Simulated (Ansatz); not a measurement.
# TiCo under changes of volume

One of the cells (13.313 Å³/atom); the others are scaled copies at fixed shape and fractional positions:

```
Co Ti
1.0
     2.98611    0.00000    0.00000
     0.00000    2.98611    0.00000
     0.00000    0.00000    2.98611
Co Ti
1 1
Direct
  0.50000 0.50000 0.50000
  0.00000 0.00000 0.00000
```

The cell comes from a database or a generator and needn't be the stable form of this composition.

| Property | Result |
| --- | --- |
| Program | Ansatz 0.2.0 |
| Functional | LDA |
| Potentials or basis | all-electron LAPW, scalar-relativistic |
| Cutoff | 278 eV (chosen from the basis error) |
| Basis error allowed | 0.001 eV/atom |
| k mesh | 9 × 9 × 9 |
| Occupations | fermi-dirac, width 0.05 eV |
| Spin | collinear spin, ferromagnetic start |
| Starting moments | [2.0, 1.0] μB |

```tsv
volume (Å³/atom)	energy over the lowest point (meV/atom)	pressure (GPa)	moment (μB per cell)
12.515	0.00	-4.5	0.44
12.781	?	?	?
13.047	27.64	-11.7	0.47
13.313	49.84	-14.7	0.49
13.580	76.82	-17.4	0.51
13.846	108.03	-19.8	0.53
14.112	142.98	-21.9	0.56
```

Question: What does the run at 12.781 Å³/atom give?

Answer: Energy over the lowest point 10.82 meV/atom; pressure -8.3 GPa; moment 0.46 μB per cell.

Worked out: A Birch-Murnaghan fit of order 3 (a polynomial in V^(-2/3)) to the other rows has its minimum at 12.23 Å³/atom, just outside them, with B0 = V·E''(V) = 210 GPa and B' = 4.3. It gives 10.83 meV/atom at 12.781 Å³/atom, against the run's 10.82, and -dE/dV = -8.4 GPa, against -8.3. A straight line through the other rows of the moment, of slope 0.0741 μB per Å³/atom, gives 0.45 μB, against the run's 0.46.

Energies are extrapolated to zero smearing.
